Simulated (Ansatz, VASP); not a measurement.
HfN: VASP beside Ansatz

```
CELL_PARAMETERS angstrom
0.00000 2.27094 2.27094
2.27094 0.00000 2.27094
2.27094 2.27094 0.00000
ATOMIC_POSITIONS crystal
Hf 0.00000 0.00000 0.00000
N 0.50000 0.50000 0.50000
```

Alike in both runs: task single point; functional PBE; k mesh 9 × 9 × 9; no spin polarisation.

|  | VASP | Ansatz |
| --- | --- | --- |
| version | VASP 6.6.1 | Ansatz 0.2.0 |
| potentials or method | VASP PAW PBE potentials, release 64 (Hf_pv, N) | plane waves, PAW |
| plane-wave cutoff (eV) | 520 | 500 |
| occupations | methfessel-paxton of order 1, width 0.1 eV | cold, width 0.1 eV |
| valence electrons in the cell | 15 | 31 |

|  | VASP | Ansatz | Ansatz less VASP |
| --- | --- | --- | --- |
| pressure (GPa) | -1.3 | 1.0 | +2.31 |

The two sets of potentials don't hold the same shells in valence.

The runs have no spin-orbit coupling, so splittings on Hf are missing.
